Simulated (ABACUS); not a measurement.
ZrN under changes of volume

One of the cells (12.167 Å³/atom); the others are scaled copies at fixed shape and fractional positions:

```
Zr N
1.0
     0.00000    2.30000    2.30000
     2.30000    0.00000    2.30000
     2.30000    2.30000    0.00000
Zr N
1 1
Direct
  0.50000 0.50000 0.50000
  0.00000 0.00000 0.00000
```

```yaml
Program: ABACUS 3.10.1
Functional: PBE
Potentials_or_basis: PseudoDojo NC SR 0.4.1 PBE standard
Cutoff: 1143 eV
Density_cutoff: 4572 eV
Basis: plane waves
k_mesh: 10 × 10 × 10
Occupations: fermi-dirac, width 0.05 eV
Spin: no spin polarisation
```

```tsv
volume (Å³/atom)	energy over the lowest point (meV/atom)	pressure (GPa)
11.437	34.71	16.8
11.680	14.20	10.4
11.924	2.94	4.6
12.167	0.00	-0.6
12.410	4.53	-5.3
12.654	15.78	-9.5
12.897	?	?
```

**Question.** What does the run at 12.897 Å³/atom give?

**Answer.** Energy over the lowest point 33.07 meV/atom; pressure -13.2 GPa.

Worked out: A Birch-Murnaghan fit of order 3 (a polynomial in V^(-2/3)) to the other rows has its minimum at 12.14 Å³/atom with B0 = V·E''(V) = 248 GPa and B' = 4.4. It gives 32.99 meV/atom at 12.897 Å³/atom, against the run's 33.07, and -dE/dV = -13.2 GPa, against -13.2.

Energies are extrapolated to zero smearing.
